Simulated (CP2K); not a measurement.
# Ta (P-1) in CP2K: convergence with smearing width

Aim: find how far smearing width must go before the results for Ta settle, at PBE. This setting moves, with any that are tied to it; all else stays.

Everything below comes from runs of CP2K 2026.2. Logs are shortened: lines on timing, memory, paths and dates and some standing lists are left out, and cuts for length are marked.

## (1) The cell of the first run

The typed cell holds 1 atom: a = 2.855 Å, b = 2.896 Å, c = 2.896 Å, α = 111.33°, β = 109.94°, γ = 108.92°.

The cell isn't the ideal one: cell strained at random at fixed volume.

## (2) With smearing width 0.5 eV

ta_converge.inp reads:

```
&GLOBAL
  PROJECT ta_converge
  RUN_TYPE ENERGY_FORCE
  PRINT_LEVEL LOW
&END GLOBAL
&FORCE_EVAL
  METHOD QS
  STRESS_TENSOR ANALYTICAL
  &DFT
    BASIS_SET_FILE_NAME BASIS_MOLOPT_UZH
    POTENTIAL_FILE_NAME POTENTIAL_UZH
    &MGRID
      CUTOFF 450
      REL_CUTOFF 60
      NGRIDS 5
    &END MGRID
    &QS
      METHOD GPW
      EPS_DEFAULT 1.0E-10
    &END QS
    &KPOINTS
      SCHEME MONKHORST-PACK 9 9 9
      GAMMA_CENTERED T
      SYMMETRY T
      SYMMETRY_BACKEND SPGLIB
    &END KPOINTS
    &SCF
      SCF_GUESS ATOMIC
      EPS_SCF 1.0E-6
      MAX_SCF 100
      ADDED_MOS 11
      CHOLESKY OFF
      EPS_EIGVAL 1.0E-7
      &DIAGONALIZATION ON
        ALGORITHM STANDARD
      &END DIAGONALIZATION
      &MIXING ON
        METHOD BROYDEN_MIXING
        ALPHA 0.4
        BETA 1.5
        NBUFFER 8
      &END MIXING
      &SMEAR ON
        METHOD FERMI_DIRAC
        ELECTRONIC_TEMPERATURE 5802.26
      &END SMEAR
    &END SCF
    &XC
      &XC_FUNCTIONAL PBE
      &END XC_FUNCTIONAL
    &END XC
    &PRINT
      &KPOINTS ON
      &END KPOINTS
      &MULLIKEN ON
      &END MULLIKEN
      &MO ON
        ENERGIES T
        OCCUPATION_NUMBERS T
        &EACH
          QS_SCF 0
        &END EACH
        ADD_LAST NUMERIC
      &END MO
    &END PRINT
  &END DFT
  &SUBSYS
    &CELL
      A 2.8550499012 0.0000000000 0.0000000000
      B -0.9388182337 2.7391981725 0.0000000000
      C -0.9877306814 -1.4522759124 2.3029521005
      PERIODIC XYZ
    &END CELL
    &COORD
      SCALED
      Ta  -0.0093480000 -0.0034530000 -0.0057740000
    &END COORD
    &KIND Ta
      BASIS_SET DZVP-MOLOPT-PBE-GTH-q13
      POTENTIAL GTH-PBE-q13
    &END KIND
    &PRINT
      &ATOMIC_COORDINATES ON
      &END ATOMIC_COORDINATES
      &CELL ON
      &END CELL
      &SYMMETRY ON
      &END SYMMETRY
    &END PRINT
  &END SUBSYS
  &PRINT
    &FORCES ON
    &END FORCES
    &STRESS_TENSOR ON
    &END STRESS_TENSOR
  &END PRINT
&END FORCE_EVAL
```

Potentials or basis: POTENTIAL_UZH Ta GTH-PBE-q13; DZVP-MOLOPT-PBE-GTH basis.

Run with:

```bash
> OMP_NUM_THREADS=1 cp2k.psmp -i ta_converge.inp -o ta_converge.out
```

ta_converge.out:

```text

 CP2K| version string:                                       CP2K version 2026.2
 CP2K| Input file name                                           ta_converge.inp

 GLOBAL| Force Environment number                                              1
 GLOBAL| Basis set file name                                    BASIS_MOLOPT_UZH
 GLOBAL| Potential file name                                       POTENTIAL_UZH
 GLOBAL| MM Potential file name                                     MM_POTENTIAL
 GLOBAL| Coordinate file name                                      __STD_INPUT__
 GLOBAL| Method name                                                        CP2K
 GLOBAL| Project name                                                ta_converge
 GLOBAL| Run type                                                   ENERGY_FORCE
 GLOBAL| FFT library                                                       FFTW3
[... 8 lines left out ...]
 GLOBAL| CPU model name                                                  UNKNOWN

 CELL| Volume [angstrom^3]:                                            18.010346
 CELL| Vector a [angstrom]:       2.855     0.000     0.000   |a| =     2.855050
 CELL| Vector b [angstrom]:      -0.939     2.739     0.000   |b| =     2.895615
 CELL| Vector c [angstrom]:      -0.988    -1.452     2.303   |c| =     2.896257
 CELL| Angle (b,c), alpha [degree]:                                   111.332160
 CELL| Angle (a,c), beta  [degree]:                                   109.940063
 CELL| Angle (a,b), gamma [degree]:                                   108.918366
 CELL| Numerically orthorhombic:                                              NO
 CELL| Periodicity                                                           XYZ

 CELL_REF| Volume [angstrom^3]:                                        18.010346
 CELL_REF| Vector a [angstrom     2.855     0.000     0.000   |a| =     2.855050
 CELL_REF| Vector b [angstrom    -0.939     2.739     0.000   |b| =     2.895615
 CELL_REF| Vector c [angstrom    -0.988    -1.452     2.303   |c| =     2.896257
 CELL_REF| Angle (b,c), alpha [degree]:                               111.332160
 CELL_REF| Angle (a,c), beta  [degree]:                               109.940063
 CELL_REF| Angle (a,b), gamma [degree]:                               108.918366
 CELL_REF| Numerically orthorhombic:                                          NO
 CELL_REF| Periodicity                                                       XYZ
[... 9 lines left out ...]
 TOTAL NUMBERS AND MAXIMUM NUMBERS

  Total number of            - Atomic kinds:                                   1
                             - Atoms:                                          1
                             - Shell sets:                                     1
                             - Shells:                                         8
                             - Primitive Cartesian functions:                  6
                             - Cartesian basis functions:                     31
                             - Spherical basis functions:                     26

  Maximum angular momentum of- Orbital basis functions:                        3
                             - Local part of the GTH pseudopotential:          2
                             - Non-local part of the GTH pseudopotential:      4

 MODULE QUICKSTEP: ATOMIC COORDINATES IN ANGSTROM
[... 89 lines left out ...]

 Extrapolation method: initial_guess

 Number of electrons:                                                         13
 Number of occupied orbitals:                                                  7
 Number of molecular orbitals:                                                18

 Number of orbital functions:                                                 26
 Number of independent orbital functions:                                     26

 SCF WAVEFUNCTION OPTIMIZATION

  Step     Update method      Time    Convergence         Total energy    Change
  ------------------------------------------------------------------------------
     1 NoMix/Diag. 0.40E+00    5.3     0.46187130       -58.6685990927 -5.87E+01
     2 Broy./Diag. 0.40E+00    5.2     0.04216558       -58.6837020541 -1.51E-02
     3 Broy./Diag. 0.40E+00    5.3     0.10288346       -58.3511879275  3.33E-01
     4 Broy./Diag. 0.40E+00    5.3     0.00312656       -58.1849133487  1.66E-01
     5 Broy./Diag. 0.40E+00    5.3     0.00092392       -58.1910370856 -6.12E-03
     6 Broy./Diag. 0.40E+00    5.2     0.00018507       -58.1917657121 -7.29E-04
     7 Broy./Diag. 0.40E+00    5.2     0.00007430       -58.1920706339 -3.05E-04
     8 Broy./Diag. 0.40E+00    5.2     0.00001313       -58.1920223155  4.83E-05
     9 Broy./Diag. 0.40E+00    5.2     0.00000388       -58.1920035644  1.88E-05
    10 Broy./Diag. 0.40E+00    5.2     0.00000062       -58.1919984617  5.10E-06

  *** SCF run converged in    10 steps ***

  Electronic density on regular grids:        -13.0000000000       -0.0000000000
  Core density on regular grids:               12.9999999986       -0.0000000014
  Total charge density on r-space grids:       -0.0000000015
  Total charge density g-space grids:          -0.0000000015

  Overlap energy of the core charge distribution:               0.00000000060993
  Self energy of the core charge distribution:                -86.63647003576149
  Core Hamiltonian energy:                                     18.62639275097591
  Hartree energy:                                              16.71237989560797
  Exchange-correlation energy:                                 -6.86416051577809
  Electronic entropic energy:                                  -0.03014055744413
  Fermi energy:                                                 0.48820306233484

  Total energy:                                               -58.19199846174603
  Total energy (extrapolated to T->0):                        -58.17692818302397

 MO| EIGENVALUES AND OCCUPATION NUMBERS FOR K POINT 1
 MO|
 MO|  Index      Eigenvalue [a.u.]        Eigenvalue [eV]             Occupation
 MO|      1              -1.970411             -53.617607               2.000000
 MO|      2              -0.767665             -20.889222               2.000000
 MO|      3              -0.766429             -20.855584               2.000000
 MO|      4              -0.762460             -20.747603               2.000000
 MO|      5               0.358501               9.755300               1.998282
 MO|      6               0.361041               9.824414               1.998027
[... 322 lines left out ...]
 MO|     17               1.677643              45.650986               0.000000
 MO|     18               1.763212              47.979433               0.000000
 MO| Sum:                                                              13.431311
 MO| E(Fermi):            0.488203 a.u.         13.284681 eV

 [... the levels of further k-points ...]

 !-----------------------------------------------------------------------------!
                     Mulliken Population Analysis

 #  Atom  Element  Kind  Atomic population                           Net charge
       1     Ta       1         13.000000                             -0.000000
 # Total charge                             13.000000                 -0.000000

 !-----------------------------------------------------------------------------!

 ENERGY| Total FORCE_EVAL ( QS ) energy [hartree]            -58.191998342663759

 FORCES| Atomic forces [hartree/bohr]
 FORCES|   Atom     x               y               z               |f|
 FORCES|      1 -1.00802194E-06 -7.94998606E-08 -7.97736092E-07   1.28794850E-06
 FORCES| Sum    -1.00802194E-06 -7.94998606E-08 -7.97736092E-07
 FORCES| Total atomic force                                       1.28794850E-06

 STRESS| Analytical stress tensor [bar]
 STRESS|                        x                   y                   z
 STRESS|      x        6.29948102802E+04   2.05325199648E+02   1.34743123642E+04
 STRESS|      y        2.05325199648E+02   3.56894654308E+04   2.98851669899E+04
 STRESS|      z        1.34743123642E+04   2.98851669899E+04   8.25675853187E+04
 STRESS| 1/3 Trace                                             6.04172870099E+04
 STRESS| Determinant                                           1.23052742928E+14

 STRESS| Eigenvectors and eigenvalues of the analytical stress tensor [bar]
 STRESS|                        1                   2                   3
 STRESS| Eigenvalues   2.03469335925E+04   5.98400938499E+04   1.01064833587E+05
 STRESS|      x           0.138895633899      0.941117155180      0.308231249406
 STRESS|      y           0.880603198537     -0.259762549369      0.396309758486
 STRESS|      z          -0.453040847617     -0.216383728990      0.864830661008
```

Run time: 64 s. Hardware: 1 thread of Arm Neoverse V2, shared host; peak memory 0.26 GiB.

Results:

* Free energy: -1583.4848 eV
* Pressure: 6.0 GPa
* Band gap on the k mesh: none (metal or under the smearing width)

## (3) With smearing width 0.3 eV

Edit ta_converge.inp of step 2 so:

```diff
@@ -44,3 +44,3 @@
         METHOD FERMI_DIRAC
-        ELECTRONIC_TEMPERATURE 5802.26
+        ELECTRONIC_TEMPERATURE 3481.36
       &END SMEAR
```

Potentials or basis: POTENTIAL_UZH Ta GTH-PBE-q13; DZVP-MOLOPT-PBE-GTH basis.

Run with:

```bash
> OMP_NUM_THREADS=1 cp2k.psmp -i ta_converge.inp -o ta_converge.out
```

Run time: 65 s. Hardware: 1 thread of Arm Neoverse V2, shared host; peak memory 0.26 GiB.

Results:

* Free energy: -1583.2083 eV
* Pressure: 3.8 GPa
* Band gap on the k mesh: none (metal or under the smearing width)

## (4) With smearing width 0.2 eV

Edit ta_converge.inp of step 3 so:

```diff
@@ -44,3 +44,3 @@
         METHOD FERMI_DIRAC
-        ELECTRONIC_TEMPERATURE 3481.36
+        ELECTRONIC_TEMPERATURE 2320.90
       &END SMEAR
```

Run with:

```bash
> OMP_NUM_THREADS=1 cp2k.psmp -i ta_converge.inp -o ta_converge.out
```

It took 65 s on 1 thread of Arm Neoverse V2, shared host; peak memory 0.26 GiB.

Results:

```
Free energy            : -1583.1113 eV
Pressure               : 3.0 GPa
Band gap on the k mesh : none (metal or under the smearing width)
```

## (5) With smearing width 0.1 eV

Edit ta_converge.inp of step 4 so:

```diff
@@ -44,3 +44,3 @@
         METHOD FERMI_DIRAC
-        ELECTRONIC_TEMPERATURE 2320.90
+        ELECTRONIC_TEMPERATURE 1160.45
       &END SMEAR
```

Run with:

```bash
> OMP_NUM_THREADS=1 cp2k.psmp -i ta_converge.inp -o ta_converge.out
```

It took 62 s on 1 thread of Arm Neoverse V2, shared host; peak memory 0.26 GiB.

What came out:

```yaml
Free_energy: -1583.0459 eV
Pressure: 2.5 GPa
Band_gap_on_the_k_mesh: none (metal or under the smearing width)
```

## (6) With smearing width 0.05 eV

Edit ta_converge.inp of step 5 so:

```diff
@@ -44,3 +44,3 @@
         METHOD FERMI_DIRAC
-        ELECTRONIC_TEMPERATURE 1160.45
+        ELECTRONIC_TEMPERATURE 580.23
       &END SMEAR
```

Potentials or basis: POTENTIAL_UZH Ta GTH-PBE-q13; DZVP-MOLOPT-PBE-GTH basis.

Run with:

```bash
> OMP_NUM_THREADS=1 cp2k.psmp -i ta_converge.inp -o ta_converge.out
```

Run time: 62 s. Hardware: 1 thread of Arm Neoverse V2, shared host; peak memory 0.26 GiB.

The run converged. Its results:

| Property | Result |
| --- | --- |
| Free energy | -1583.0270 eV |
| Pressure | 2.3 GPa |
| Band gap on the k mesh | none (metal or under the smearing width) |

## (7) With smearing width 0.025 eV

Edit ta_converge.inp of step 6 so:

```diff
@@ -44,3 +44,3 @@
         METHOD FERMI_DIRAC
-        ELECTRONIC_TEMPERATURE 580.23
+        ELECTRONIC_TEMPERATURE 290.11
       &END SMEAR
```

Run with:

```bash
> OMP_NUM_THREADS=1 cp2k.psmp -i ta_converge.inp -o ta_converge.out
```

It took 68 s on 1 thread of Arm Neoverse V2, shared host; peak memory 0.26 GiB.

Results (log left out):

```
Free energy            : -1583.0220 eV
Pressure               : 2.2 GPa
Band gap on the k mesh : none (metal or under the smearing width)
```

## (8) With smearing width 0.01 eV

Edit ta_converge.inp of step 7 so:

```diff
@@ -44,3 +44,3 @@
         METHOD FERMI_DIRAC
-        ELECTRONIC_TEMPERATURE 290.11
+        ELECTRONIC_TEMPERATURE 116.05
       &END SMEAR
```

Run with:

```bash
> OMP_NUM_THREADS=1 cp2k.psmp -i ta_converge.inp -o ta_converge.out
```

It took 68 s on 1 thread of Arm Neoverse V2, shared host; peak memory 0.26 GiB.

Results (log left out):

| Quantity | Value |
| --- | --- |
| Free energy | -1583.0206 eV |
| Pressure | 2.1 GPa |
| Band gap on the k mesh | none (metal or under the smearing width) |

## (9) The series at a glance

```csv
smearing width,"energy less the tightest run, at zero smearing (meV/atom)",pressure (GPa),SCF cycles,CPU time (s),peak memory (GiB)
0.5 eV,-54.46,6.04,10,64,0.26
0.3 eV,-20.67,3.80,10,65,0.26
0.2 eV,-9.13,3.01,10,65,0.26
0.1 eV,-1.62,2.52,10,62,0.26
0.05 eV,-0.15,2.33,10,62,0.26
0.025 eV,-0.07,2.21,11,68,0.26
0.01 eV,0.00,2.14,11,68,0.26
```

Against the tightest run, the energy stays within 1 meV/atom from 0.05 eV on; the pressure stays within 0.1 GPa from 0.025 eV on. Narrower smearing needs a denser k mesh, so at a fixed mesh the narrowest width isn't the most accurate. The tightest run that finished is the yardstick and may itself not be fully converged.

Caveats: the basis of atomic orbitals isn't converged, which shifts pressures, moduli and gaps.
